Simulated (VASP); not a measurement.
Set up this calculation in VASP 6.6.1, as the native input.

```yaml
Task: single point
Functional: PBE
Dispersion: D3(BJ)
Potentials_or_basis: VASP PAW PBE potentials, release 64 (Cd, Si, P)
Cutoff: 520 eV
k_mesh: 8 × 8 × 8
Occupations: gaussian, width 0.02 eV
Spin: no spin polarisation
Dipole_correction: no
Further_INCAR_settings: ALGO = Fast; EDIFF = 1e-06; NBANDS = 36
```

The structure of CdSiP2 lies in POSCAR:

```
CdSiP2
1.0
   -2.8312354944      2.8312354944      5.2143681098
    2.8312354944     -2.8312354944      5.2143681098
    2.8312354944      2.8312354944     -5.2143681098
Cd Si P
2 2 4
Direct
    0.7500000000      0.2500000000      0.5000000000
    0.0000000000      0.0000000000      0.0000000000
    0.5000000000      0.5000000000      0.0000000000
    0.2500000000      0.7500000000      0.5000000000
    0.8750000000      0.8302998728      0.4552998728
    0.1697001272      0.6250000000      0.0447001272
    0.3750000000      0.4197001272      0.5447001272
    0.5802998728      0.1250000000      0.9552998728
```

The cell is a database's computed one.

One way to write it, as run:

INCAR

```
ALGO     = Fast           # electronic algorithm
EDIFF    = 1E-6           # SCF threshold, eV
ENCUT    = 520            # plane-wave cutoff, eV
GGA      = PE             # functional
ISIF     = 2              # what is computed and relaxed
ISMEAR   = 0              # smearing method
IVDW     = 12             # dispersion correction
LASPH    = T              # aspherical terms in the spheres
LCHARG   = T              # write CHGCAR
LELF     = T              # ELF
LREAL    = F              # projectors in reciprocal space
LVHAR    = T            
LWAVE    = F              # write WAVECAR
NBANDS   = 36             # bands
NELM     = 100            # most SCF steps
PREC     = Accurate       # precision mode
SIGMA    = 0.02           # smearing width, eV
```

KPOINTS

```
k-points
0
Gamma
  8 8 8
```

Potentials or basis: VASP PAW PBE potentials, release 64 (Cd, Si, P).

Launch:

```console
$ cat potpaw_PBE.64/Cd/POTCAR potpaw_PBE.64/Si/POTCAR potpaw_PBE.64/P/POTCAR > POTCAR
$ mpirun -np 1 vasp_std > vasp.out
```

Results of the run:

| Property | Result |
| --- | --- |
| Pressure | 0.1 GPa |
| Largest force | 0.053 eV/Å |
| Band gap on the k mesh | 1.32 eV, direct |
| Dispersion energy per atom | -0.354 eV |

It took 6.4 min on 1 thread of Intel(R) Xeon(R) Platinum 8488C (Sapphire Rapids) (shared host), peak memory 0.55 GiB.
